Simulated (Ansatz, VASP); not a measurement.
AgCl, level by level in two programs

```
Ag Cl
1.0
     3.43397    0.00000    0.00000
     0.00000    3.43397    0.00000
     0.00000    0.00000    3.43397
Ag Cl
1 1
Direct
  0.00000 0.00000 0.00000
  0.50000 0.50000 0.50000
```

Measurements of this composition are mostly on another form, of space group No. 225.

Single points on this cell with VASP 6.6.1 and Ansatz 0.2.0. Each row is one pair of runs. Alike in all rows: spin: off; k mesh: 8 × 8 × 8; Ansatz's potentials, cutoff: Ansatz PAW, 420 eV.

```tsv
level	smearing	VASP's potentials, cutoff	gap on the k mesh at the Fermi level (eV), VASP	gap on the k mesh at the Fermi level (eV), Ansatz	least direct gap on the mesh (eV), VASP	least direct gap on the mesh (eV), Ansatz	pressure (GPa), VASP	pressure (GPa), Ansatz
PBE	fermi-dirac, width 0.05 eV	VASP PAW PBE potentials, release 64 (Ag, Cl), 520 eV	0.57	0.57	2.08	2.07	-0.3	-0.1
LDA	gaussian, width 0.02 eV	VASP PAW LDA potentials, release 64 (Ag, Cl), 520 eV	0.31	0.28	1.82	1.79	-7.6	-7.6
PBE	gaussian, width 0.1 eV	VASP PAW PBE potentials, release 64 (Ag, Cl), 500 eV	0.57	0.57	2.08	2.07	-0.3	-0.1
```

Gap on the k mesh at the fermi level (eV): the two programs differ by at most 0.03; least direct gap on the mesh (eV): the two programs differ by at most 0.027; pressure (GPa): the two programs differ by at most 0.15.

Caveats: the PAW data sets come from PBE, with cores solved anew for the run's functional, which leaves a small shift of forces and pressure (Ansatz).
